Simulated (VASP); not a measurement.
Runs of VASP 6.6.1 on KCl. The structure is cubic, space group F-43m (No. 216). The conventional cell has a = 7.015 Å, b = 7.015 Å, c = 7.015 Å, α = 90.00°, β = 90.00°, γ = 90.00°. K (site symmetry -43m) has 4 Cl at 3.04 Å as nearest neighbours. Around Cl (site symmetry -43m) lie 4 K at 3.04 Å. The cell was built by a generator and needn't be a form met in nature.

```tsv
task	level	cell	k mesh	cutoff (eV)	smearing	exchange at q = 0	grid for exact exchange (PRECFOCK)	screening parameter	gap on the mesh (eV)	pressure (GPa)
single point	HSE06	F-43m, 43.14 Å³/atom	4 × 4 × 4	520	gaussian 0.01 eV	truncated	Normal	0.2079 1/A	6.02	(a)
relaxation of cell and atoms	PBEsol	relaxed	6 × 6 × 6	600	fermi-dirac 0.02 eV	-	-	-	4.83	0.0
single point	r2SCAN	F-43m, 43.14 Å³/atom	6 × 6 × 6	520	gaussian 0.01 eV	-	-	-	5.35	0.0
single point	PBEsol	F-43m, 41.9 Å³/atom	6 × 6 × 6	520	fermi-dirac 0.02 eV	-	-	-	(b)	0.1
```

Alike in all rows: potentials or basis VASP PAW PBE potentials, release 64 (K_sv, Cl); no spin polarisation.

Problem. Fill in the values left out.

Solution. (a) 0.2; (b) 4.85.

Caveats: the PAW data sets were made with another functional, which shifts forces and pressure a little.

A k mesh can miss the band edges.

Runs at the PBE level aren't shown here.
